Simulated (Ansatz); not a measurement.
# Preparing HfO2 (P2_1/c) as a host crystal

Aim: the runs on the perfect crystal HfO2 (P2_1/c) that a defect calculation needs first.

Program: Ansatz 0.2.0. Level of theory: plane-wave PAW DFT, r2SCAN; relaxation of the host's cell and atoms; PAW set soft_1, in the first sound run; inputs show where later runs differ. Results are calculated unless marked as measured.

## (1) Starting point

The structure is monoclinic, space group P2_1/c (No. 14). Conventional cell: a = 5.094 Å, b = 5.151 Å, c = 5.276 Å, α = 90.00°, β = 99.56°, γ = 90.00°. Nearest to Hf lie 7 O at 2.03 to 2.24 Å. Nearest to O lie 4 Hf at 2.13 to 2.24 Å. Nearest to O lie 3 Hf at 2.03 to 2.13 Å. Farther neighbours and most contacts between anions are not listed.

## (2) Host cell relaxation

Lattice and positions are set free, within the symmetry that the program keeps.

File cell/input.yaml:

```yaml
crystal:
  lattice:
    - [5.094175, 0.0, 0.0]
    - [0.0, 5.1506447, 0.0]
    - [-0.876169, 0.0, 5.2029535]
  atoms:
    - { symbol: Hf, position: [0.27613578, 0.45806468, 0.70790733] }
    - { symbol: Hf, position: [0.72386422, 0.95806468, 0.79209267] }
    - { symbol: Hf, position: [0.72386422, 0.54193532, 0.29209267] }
    - { symbol: Hf, position: [0.27613578, 0.04193532, 0.20790733] }
    - { symbol: O, position: [0.44799782, 0.74252595, 0.97857799] }
    - { symbol: O, position: [0.55200218, 0.24252595, 0.52142201] }
    - { symbol: O, position: [0.55200218, 0.25747405, 0.02142201] }
    - { symbol: O, position: [0.44799782, 0.75747405, 0.47857799] }
    - { symbol: O, position: [0.06836078, 0.33075888, 0.34625278] }
    - { symbol: O, position: [0.93163922, 0.83075888, 0.15374722] }
    - { symbol: O, position: [0.93163922, 0.66924112, 0.65374722] }
    - { symbol: O, position: [0.06836078, 0.16924112, 0.84625278] }
basis:
  ecutwfc: 500
  xc_grid: 2
hamiltonian:
  xc: r2scan
  pseudopotentials: { kind: paw, azcp: { folder: soft_1 } }
kpoints:
  mp_grid: { grid: [6, 6, 6] }
scf:
  occupations: { method: fixed }
  max_iter: 100
relax:
  f_tol: 0.005
  max_steps: 60
  cell: {}
output:
  forces: true
  stress: true
checkpoint:
  write: "../cell.run"
  compress: false
  write_wavefunctions: false
  write_every: 100000
```

Command:

```sh
$ ansatz run input.yaml --threads 32 --pin off --max-ram 56524MiB --backend cuda --events-out ev --progress --plain --runs-dir out --max-vram 78GiB
```

Numbers of over 12 decimals in the logs are rounded to 6 here.

The log of the run:

```text
Engine: ansatz 0.2.0, aarch64-unknown-linux-gnu
[...]
Pseudopotential: Hf, paw, valence charge 26, recommended cutoff 500 eV (meta_gga), soft_1/Hf.paw.azcp
Pseudopotential: O, paw, valence charge 6, recommended cutoff 500 eV (meta_gga), soft_1/O.paw.azcp
Functional definition: r2SCAN
[...]
Crystal: 12 atoms, lattice volume = 136.517 Å³
Basis set: ecut = 500 eV, 3489 PW (Γ), exchange–correlation on 80×80×80 points (8 copies of the dense FFT grid, shifted against one another)
Bands: 92, of which v1, the nominal top of the filled ones, is band 76 counted from 1 (75 counted from 0)
[...]
Space group: P21/c (ITA 14), of the structure as read, at distance tolerance 5.1e-5 Å
k-points: 80 of 216
[...]
relax step   1: F+E_penalty+E_count = -67508.61004110 eV  Δ(F+E_penalty+E_count) = +0.000e0 eV  max|allowed force component| = 8.328e-2 eV/Å  Δτ_max = 0.0000 Å  P = +3.856 GPa  Ω = 136.517 Å³  (11 SCF [...]
[...]
Crystal: 12 atoms, lattice volume = 138.987 Å³
Basis set: ecut = 500 eV, 3559 PW (Γ), exchange–correlation on 80×80×80 points (8 copies of the dense FFT grid, shifted against one another)
[...]
SCF iter   2: F=—  HF=-67508.632795 eV  |F-HF|=—  |Δ(HF+E_count)|=   3.07e-2  Δρ=1.44e-3  dr2=3.28e-3  dr2_τ=1.05e-4  ethr=5.69e-6  ⟨swp⟩=2.9  Hψ=12931  notcnv=0  defer=1120
[...]
SCF iter   7: F=-67508.631642 eV  HF=-67508.631642 eV  |F-HF|=3.00e-7  |Δ(HF+E_count)|=   8.98e-7  Δρ=2.46e-5  dr2=7.84e-7  dr2_τ=1.10e-7  ethr=7.89e-10  ⟨swp⟩=4.0  Hψ=29455  notcnv=0
SCF 2 converged in 7 iterations: F = -67508.631642 eV  dr2 = 7.84e-7
[...]
relax step   7: F+E_penalty+E_count = -67508.63475212 eV  Δ(F+E_penalty+E_count) = -1.167e-3 eV  max|allowed force component| = 1.858e-3 eV/Å  Δτ_max = 0.0000 Å  P = -0.010 GPa  Ω = 138.457 Å³  stress [...]
[...]
--- Relaxed structure (6 steps of the walk, 6 accepted, 1 SCFs on fresh bases) ---
[...]
```

The job ended after 8.4 s (1 × NVIDIA GB200 with 32 threads of Arm Neoverse V2, shared host; peak memory 1.2 GiB; 35 s of CPU time).

Relaxation path:

| step | energy less that of the first step (eV) | largest force component (eV/Å) | pressure (GPa) | volume (Å³) |
| --- | --- | --- | --- | --- |
| 1 | 0.0000 | 0.0833 | 3.86 | 136.52 |
| 2 | -0.0216 | 0.0283 | -0.76 | 138.99 |
| 3 | -0.0230 | 0.0221 | -0.06 | 138.56 |
| 4 | -0.0232 | 0.0074 | 0.05 | 138.51 |
| 5 | -0.0234 | 0.0062 | 0.03 | 138.50 |
| 6 | -0.0235 | 0.0018 | 0.00 | 138.46 |
| 7 | -0.0247 | 0.0019 | -0.01 | 138.46 |

The log counts 1 steps on a newly chosen plane-wave basis, not all of them marked here; energy and pressure can jump at such steps.

| cell as run | before | after | change |
| --- | --- | --- | --- |
| a (Å) | 5.094 | 5.115 | +0.4 % |
| b (Å) | 5.151 | 5.181 | +0.6 % |
| c (Å) | 5.276 | 5.297 | +0.4 % |
| β (°) | 99.56 | 99.46 | -0.1 % |
| volume (Å³/atom) | 11.38 | 11.54 | +1.4 % |

The atoms that moved most (Å, as changes of fractional coordinates times the final cell):

| atom | dx | dy | dz | length |
| --- | --- | --- | --- | --- |
| O11 | -0.010 | -0.014 | 0.010 | 0.020 |
| O9 | 0.010 | 0.014 | -0.010 | 0.020 |
| O12 | 0.010 | -0.014 | -0.010 | 0.020 |
| O10 | -0.010 | 0.014 | 0.010 | 0.020 |

Numbers from this step:

```yaml
pressure: -0.01023 GPa
```

The relaxation ends with a largest force component of 0.0019 eV/Å and a pressure of -0.01 GPa.

## (3) Dielectric tensors of the host

The response to a uniform electric field gives the electronic dielectric tensor.

This step: plane-wave PAW DFPT, PBEsol; dielectric tensors, Born charges and zone-centre modes of the host; PAW set soft_1 (Ansatz 0.2.0).

File eps/input.yaml:

```yaml
crystal:
  lattice:
    - [5.1147252449, 0.0, 0.0043909604]
    - [0.0, 5.1813143374, 0.0]
    - [-0.8752188019, 0.0, 5.2238375711]
  atoms:
    - { symbol: Hf, position: [0.2761773384, 0.4581728403, 0.7082614185] }
    - { symbol: Hf, position: [0.7238226616, 0.9581728403, 0.7917385815] }
    - { symbol: Hf, position: [0.7238226616, 0.5418271597, 0.2917385815] }
    - { symbol: Hf, position: [0.2761773384, 0.0418271597, 0.2082614185] }
    - { symbol: O, position: [0.4479969725, 0.7423715742, 0.9784219222] }
    - { symbol: O, position: [0.5520030275, 0.2423715742, 0.5215780778] }
    - { symbol: O, position: [0.5520030275, 0.2576284258, 0.0215780778] }
    - { symbol: O, position: [0.4479969725, 0.7576284258, 0.4784219222] }
    - { symbol: O, position: [0.0699426689, 0.3334753591, 0.3442632163] }
    - { symbol: O, position: [0.9300573311, 0.8334753591, 0.1557367837] }
    - { symbol: O, position: [0.9300573311, 0.6665246409, 0.6557367837] }
    - { symbol: O, position: [0.0699426689, 0.1665246409, 0.8442632163] }
basis:
  ecutwfc: 420
hamiltonian:
  xc: pbesol
  pseudopotentials: { kind: paw, azcp: { folder: soft_1 }, xc_functional: pbe }
kpoints:
  mp_grid: { grid: [5, 5, 5] }
scf:
  occupations: { method: fixed }
  max_iter: 100
phonons:
  method: dfpt
  dielectric: true
  rigid_motions: translations
```

The log of the run:

```text
[...]
Crystal: 12 atoms, lattice volume = 138.457 Å³
Basis set: ecut = 420 eV, 2703 PW (Γ), exchange–correlation on 72×72×72 points (8 copies of the dense FFT grid, shifted against one another)
Bands: 92, of which v1, the nominal top of the filled ones, is band 76 counted from 1 (75 counted from 0)
[...]
k-points: 63 of 125 (irreducible under 1 space group operation, time reversal used)
[...]
SCF iter   1: F=—  HF=-66907.247310 eV  |F-HF|=—  |Δ(HF+E_count)|=         —  Δρ=9.31e-2  dr2=9.73e0  ethr=3.10e-3  ⟨swp⟩=4.0  Hψ=16602  notcnv=0  defer=739
[...]
SCF iter   2: F=—  HF=-66905.007605 eV  |F-HF|=—  |Δ(HF+E_count)|=    2.24e0  Δρ=4.13e-2  dr2=2.20e0  ethr=3.10e-3  ⟨swp⟩=2.0  Hψ=11534  notcnv=0  defer=739
[...]
SCF iter  14: F=-66904.251193 eV  HF=-66904.251193 eV  |F-HF|=1.46e-11  |Δ(HF+E_count)|=  2.91e-11  Δρ=1.45e-7  dr2=2.06e-11  ethr=1.00e-12  ⟨swp⟩=14.7  Hψ=42076  notcnv=0
SCF 1 converged in 14 iterations: F = -66904.251193 eV  dr2 = 2.06e-11
[...]
SCF 1 converged in 5 iterations: F = -66903.964366 eV  dr2 = 8.75e-8
[...]
SCF converged after 14 iterations
[...]
```

Run time: 22 s. Hardware: 1 × NVIDIA GB200 with 32 threads; peak memory 4.2 GiB; 3.9 min of CPU time.

Electronic dielectric tensor:

```
5.04 0.00 0.14
0.00 5.06 0.00
0.14 0.00 4.74
```

Static dielectric tensor:

```
21.35  0.00  1.58
 0.00 19.46  0.00
 1.58  0.00 15.71
```

The principal values of the electronic dielectric tensor are 4.68, 5.06 and 5.09. The principal values of the static dielectric tensor are 15.30, 19.46 and 21.76.

## (4) Primitive cell on a dense mesh

A dense mesh gives the host's converged energy, against which the supercell's sampling is tested.

This step: plane-wave PAW DFT, r2SCAN; single point of the host's primitive cell on a dense mesh; PAW set soft_1 (Ansatz 0.2.0).

dense/input.yaml, as its differences from eps/input.yaml of step 3:

```diff
@@ -19,14 +19,11 @@
 basis:
-  ecutwfc: 420
+  ecutwfc: 500
+  xc_grid: 2
 hamiltonian:
-  xc: pbesol
-  pseudopotentials: { kind: paw, azcp: { folder: soft_1 }, xc_functional: pbe }
+  xc: r2scan
+  pseudopotentials: { kind: paw, azcp: { folder: soft_1 } }
 kpoints:
-  mp_grid: { grid: [5, 5, 5] }
+  mp_grid: { grid: [6, 6, 6] }
 scf:
-  occupations: { method: fixed }
-  max_iter: 100
-phonons:
-  method: dfpt
-  dielectric: true
-  rigid_motions: translations
+  occupations: { method: fermi_dirac, width: 0.01 }
+  max_iter: 80
```

The log of the run:

```text
[...]
Crystal: 12 atoms, lattice volume = 138.457 Å³
Basis set: ecut = 500 eV, 3535 PW (Γ), exchange–correlation on 80×80×80 points (8 copies of the dense FFT grid, shifted against one another)
Bands: 88, of which v1, the nominal top of the filled ones, is band 76 counted from 1 (75 counted from 0)
[...]
k-points: 80 of 216
[...]
SCF iter   2: F=—  HF=-67508.857997 eV  |F-HF|=—  |Δ(HF+E_count)|=   9.43e-1  Δρ=4.47e-2  dr2=2.39e0  dr2_τ=1.63e-1  ethr=3.10e-3  ⟨swp⟩=2.3  Hψ=14787  notcnv=0  defer=482
[...]
SCF iter  10: F=—  HF=-67508.634752 eV  |F-HF|=—  |Δ(HF+E_count)|=   2.31e-7  Δρ=1.08e-5  dr2=1.44e-7  dr2_τ=1.77e-8  ethr=3.95e-9  ⟨swp⟩=2.0  Hψ=11530  notcnv=0  defer=482
SCF iter  11: F=-67508.634752 eV  HF=-67508.634752 eV  |F-HF|=1.09e-9  |Δ(HF+E_count)|=   7.72e-8  Δρ=2.44e-6  dr2=7.72e-9  dr2_τ=2.63e-10  ethr=9.11e-11  ⟨swp⟩=3.0  Hψ=14066  notcnv=0
SCF 1 converged in 11 iterations: F = -67508.634752 eV  dr2 = 7.72e-9
[...]
SCF converged after 11 iterations
Free energy (F): -67508.634752 eV
[...]
Fermi energy:    14.892710 eV
[...]
```

Wall time 2.4 s (1 × NVIDIA GB200 with 32 threads); peak memory 1 GiB; 5.6 s of CPU time.

## (5) Self-consistent run

This step: plane-wave PAW DFT, r2SCAN; single point of the defect-free supercell, a test of its k-points; PAW set soft_1 (Ansatz 0.2.0).

System of this step: HfO2 (P2_1/c). The cell holds 96 atoms: 32 Hf and 64 O. Its edges and angles: a = 10.229 Å, b = 10.363 Å, c = 10.593 Å, α = 90.0°, β = 99.5°, γ = 90.0°.

File pristine.sampling/input.yaml:

```yaml
crystal:
  lattice:
    - [10.2294504898, 0.0, 0.0087819208]
    - [0.0, 10.3626286749, 0.0]
    - [-1.7504376039, 0.0, 10.4476751421]
  atoms:
    - { symbol: Hf, position: [0.1380886692, 0.2290864202, 0.3541307092] }
    - { symbol: Hf, position: [0.3619113308, 0.4790864202, 0.3958692908] }
    - { symbol: Hf, position: [0.3619113308, 0.2709135798, 0.1458692908] }
    - { symbol: Hf, position: [0.1380886692, 0.0209135798, 0.1041307092] }
    - { symbol: O, position: [0.2239984862, 0.3711857871, 0.4892109611] }
    - { symbol: O, position: [0.2760015138, 0.1211857871, 0.2607890389] }
    - { symbol: O, position: [0.2760015138, 0.1288142129, 0.0107890389] }
    - { symbol: O, position: [0.2239984862, 0.3788142129, 0.2392109611] }
    - { symbol: O, position: [0.0349713344, 0.1667376796, 0.1721316082] }
    - { symbol: O, position: [0.4650286656, 0.4167376796, 0.0778683918] }
    - { symbol: O, position: [0.4650286656, 0.3332623204, 0.3278683918] }
    - { symbol: O, position: [0.0349713344, 0.0832623204, 0.4221316082] }
    - { symbol: Hf, position: [0.1380886692, 0.2290864202, 0.8541307092] }
    - { symbol: Hf, position: [0.3619113308, 0.4790864202, 0.8958692908] }
    - { symbol: Hf, position: [0.3619113308, 0.2709135798, 0.6458692908] }
    - { symbol: Hf, position: [0.1380886692, 0.0209135798, 0.6041307092] }
    - { symbol: O, position: [0.2239984862, 0.3711857871, 0.9892109611] }
    - { symbol: O, position: [0.2760015138, 0.1211857871, 0.7607890389] }
    - { symbol: O, position: [0.2760015138, 0.1288142129, 0.5107890389] }
    - { symbol: O, position: [0.2239984862, 0.3788142129, 0.7392109611] }
    - { symbol: O, position: [0.0349713344, 0.1667376796, 0.6721316081] }
    - { symbol: O, position: [0.4650286656, 0.4167376796, 0.5778683919] }
    - { symbol: O, position: [0.4650286656, 0.3332623204, 0.8278683919] }
    - { symbol: O, position: [0.0349713344, 0.0832623204, 0.9221316082] }
    - { symbol: Hf, position: [0.1380886692, 0.7290864202, 0.3541307092] }
    - { symbol: Hf, position: [0.3619113308, 0.9790864202, 0.3958692908] }
    - { symbol: Hf, position: [0.3619113308, 0.7709135798, 0.1458692908] }
    - { symbol: Hf, position: [0.1380886692, 0.5209135798, 0.1041307092] }
    - { symbol: O, position: [0.2239984862, 0.8711857871, 0.4892109611] }
    - { symbol: O, position: [0.2760015138, 0.6211857871, 0.2607890389] }
[... 60 atom lines left out ...]
    - { symbol: O, position: [0.7760015138, 0.6288142129, 0.5107890389] }
    - { symbol: O, position: [0.7239984862, 0.8788142129, 0.7392109611] }
    - { symbol: O, position: [0.5349713344, 0.6667376796, 0.6721316081] }
    - { symbol: O, position: [0.9650286656, 0.9167376796, 0.5778683919] }
    - { symbol: O, position: [0.9650286656, 0.8332623204, 0.8278683919] }
    - { symbol: O, position: [0.5349713344, 0.5832623204, 0.9221316082] }
basis:
  ecutwfc: 500
  xc_grid: 2
hamiltonian:
  xc: r2scan
  pseudopotentials: { kind: paw, azcp: { folder: soft_1 } }
kpoints:
  mp_grid: { grid: [1, 1, 1], shift: [0.25, 0.25, 0.25] }
scf:
  occupations: { method: fermi_dirac, width: 0.01 }
  max_iter: 80
```

The log of the run:

```text
[...]
Crystal: 96 atoms, lattice volume = 1107.655 Å³
Basis set: ecut = 500 eV, 28081 PW (Γ), exchange–correlation on 150×160×160 points (8 copies of the dense FFT grid, shifted against one another)
Bands: 704, of which v1, the nominal top of the filled ones, is band 608 counted from 1 (607 counted from 0)
[...]
k-points: 1
[...]
SCF iter   2: F=—  HF=-540070.864401 eV  |F-HF|=—  |Δ(HF+E_count)|=    7.55e0  Δρ=4.47e-2  dr2=1.91e1  dr2_τ=1.31e0  ethr=3.10e-3  ⟨swp⟩=3.0  Hψ=1431  notcnv=0  defer=88
[...]
SCF iter  10: F=—  HF=-540069.086994 eV  |F-HF|=—  |Δ(HF+E_count)|=   2.42e-6  Δρ=1.16e-5  dr2=1.26e-6  dr2_τ=1.90e-7  ethr=3.87e-9  ⟨swp⟩=2.0  Hψ=1222  notcnv=0  defer=88
SCF iter  11: F=-540069.086995 eV  HF=-540069.086995 eV  |F-HF|=3.78e-7  |Δ(HF+E_count)|=   6.38e-7  Δρ=4.08e-6  dr2=1.41e-7  dr2_τ=2.02e-8  ethr=8.22e-11  ⟨swp⟩=3.0  Hψ=1732  notcnv=0
SCF 1 converged in 11 iterations: F = -540069.086995 eV  dr2 = 1.41e-7
[...]
SCF converged after 11 iterations
Free energy (F): -540069.086995 eV
[...]
Fermi energy:    14.934947 eV
[...]
```

Run time: 3 s. Hardware: 1 × NVIDIA GB200 with 32 threads; peak memory 1.5 GiB.

This step gave:

| Property | Result |
| --- | --- |
| energy over dense mesh | -9.35e-5 eV/atom |

## (6) Defect free supercell relaxed from its symmetric sites

This cell, the one that will hold the defects, is built from the relaxed host. Its coarser k-points can move the atoms a little, so it is relaxed from the symmetric sites, as the reference for the test of stability.

This step: plane-wave PAW DFT, r2SCAN; relaxation of the defect-free supercell from its symmetric sites; PAW set soft_1 (Ansatz 0.2.0).

pristine.symmetric/input.yaml, as its differences from pristine.sampling/input.yaml of step 5:

```diff
@@ -54 +54,12 @@
   max_iter: 80
+output:
+  forces: true
+relax:
+  f_tol: 0.01
+  max_steps: 60
+  escape_saddle: false
+checkpoint:
+  write: "../pristine.symmetric.run"
+  compress: false
+  write_wavefunctions: false
+  write_every: 100000
```

The log of the run:

```text
[...]
Crystal: 96 atoms, lattice volume = 1107.655 Å³
Basis set: ecut = 500 eV, 28081 PW (Γ), exchange–correlation on 150×160×160 points (8 copies of the dense FFT grid, shifted against one another)
Bands: 730, of which v1, the nominal top of the filled ones, is band 608 counted from 1 (607 counted from 0)
[...]
k-points: 1
[...]
SCF 1 converged in 10 iterations: F = -540069.086994 eV  dr2 = 1.15e-6
[...]
relax step   1: F+E_penalty+E_count = -540069.08699442 eV  Δ(F+E_penalty+E_count) = +0.000e0 eV  max|allowed force component| = 5.399e-3 eV/Å  Δτ_max = 0.0000 Å  (10 SCF iters, dr2 threshold 2.50e-6 e [...]
[...]
SCF iter   1: F=—  HF=-540069.086994 eV  |F-HF|=—  |Δ(HF+E_count)|=         —  Δρ=1.11e-5  dr2=1.16e-6  dr2_τ=1.88e-7  ethr=9.54e-11  ⟨swp⟩=1.0  Hψ=1652  notcnv=0  defer=89
automatic band count: iteration 1 solves 705 bands in place of 730: the levels show a gap, and the empty bands left out lie too high to hold charge; the band table lists the bands solved (type scf.n_e [...]
[...]
SCF 2 converged in 4 iterations: F = -540069.086995 eV  dr2 = 1.49e-8
relax step   2: F+E_penalty+E_count = -540069.08699476 eV  Δ(F+E_penalty+E_count) = -3.418e-7 eV  max|allowed force component| = 5.368e-3 eV/Å  Δτ_max = 0.0000 Å  (4 SCF iters, accepted)
[...]
SCF 3 converged in 2 iterations: F = -540069.086995 eV  dr2 = 8.28e-9
SCF converged after 2 iterations
[...]
```

It took 2.6 s on 1 × NVIDIA GB200 with 32 threads; peak memory 1.5 GiB; 7.9 s of CPU time.

Hardly anything moved in the relaxation; the energy changed by under 0.2 meV an atom.

## (7) Defect free supercell relaxed from displaced atoms

This step: plane-wave PAW DFT, r2SCAN; relaxation of the defect-free supercell from random displacements, a test of the host's stability; PAW set soft_1 (Ansatz 0.2.0).

pristine.rattled/input.yaml, as its differences from pristine.symmetric/input.yaml of step 6:

```diff
@@ -58,6 +58,6 @@
   f_tol: 0.01
-  max_steps: 60
-  escape_saddle: false
+  max_steps: 120
+  random_displacement: { amplitude: 0.08, seed: 3426 }
 checkpoint:
-  write: "../pristine.symmetric.run"
+  write: "../pristine.rattled.run"
   compress: false
```

The log of the run:

```text
[...]
Crystal: 96 atoms, lattice volume = 1107.655 Å³
Basis set: ecut = 500 eV, 28081 PW (Γ), exchange–correlation on 150×160×160 points (8 copies of the dense FFT grid, shifted against one another)
Bands: 730, of which v1, the nominal top of the filled ones, is band 608 counted from 1 (607 counted from 0)
[...]
k-points: 1
[...]
SCF 1 converged in 11 iterations: F = -540063.200571 eV  dr2 = 9.54e-7
[...]
relax step   1: F+E_penalty+E_count = -540063.20057093 eV  Δ(F+E_penalty+E_count) = +0.000e0 eV  max|allowed force component| = 3.338e0 eV/Å  Δτ_max = 0.0000 Å  (11 SCF iters, dr2 threshold 2.50e-6 eV [...]
[...]
SCF 2 converged in 8 iterations: F = -540066.778500 eV  dr2 = 2.38e-5
[...]
relax step   5: F+E_penalty+E_count = -540069.08699110 eV  Δ(F+E_penalty+E_count) = -1.072e-7 eV  max|allowed force component| = 6.313e-3 eV/Å  Δτ_max = 0.0000 Å  (2 SCF iters, accepted)
[...]
SCF 6 converged in 2 iterations: F = -540069.086991 eV  dr2 = 4.18e-8
SCF converged after 2 iterations
[...]
```

The job ended after 6 s (1 × NVIDIA GB200 with 32 threads; peak memory 1.5 GiB; 17 s of CPU time).

Step by step:

| step | energy less that of the first step (eV) | largest force component (eV/Å) |
| --- | --- | --- |
| 1 | 0.0000 | 3.3376 |
| 2 | -3.5779 | 1.7102 |
| 3 | -5.8787 | 0.0737 |
| 4 | -5.8864 | 0.0063 |
| 5 | -5.8864 | 0.0063 |

The relaxation ends 61 meV an atom lower than the displaced start, with a largest force component of 0.0063 eV/Å.

## (8) Summary of results

| Quantity | Value |
| --- | --- |
| primitive cell vectors, lengths | 5.115, 5.181, 5.297 Å |
| electronic dielectric constant | principal values (4.68, 5.06, 5.09) |
| static dielectric constant | principal values (15.30, 19.46, 21.76) |
| gap on the k-mesh of the response run (PBEsol) | 4.04 eV |
| supercell relaxed in its symmetry less the displaced and relaxed one | 0.000 eV |
| energy an atom at one point at (¼, ¼, ¼) less that on the dense mesh | 0.000 eV |

In words: Step 7: The energy fell by 5.886 eV from the randomly displaced start; the atoms end within 0.005 Å of the sites as typed, once the mean shift is taken out. The displaced cell ends within 0.01 eV of the symmetric one relaxed in its symmetry, so no lower structure shows in this supercell. The k-mesh can miss the band edges, so this gap is an upper bound at this level. All at zero temperature.

[Logs are printed without paths, hosts, clocks, repeated set-up lines and the standing remarks that a program may print on its own settings, such as how far it seeks lower states.]

[Hosts, paths, dates, database ids (printed as entryN), source tags and the programs' standing remarks are cut or masked in the printed files.]

[Runs of the host that timed out are not shown.]

[For some hosts the program warned that the k-mesh of the response run may be too coarse for force constants and the static dielectric constant; such warnings are not always shown.]
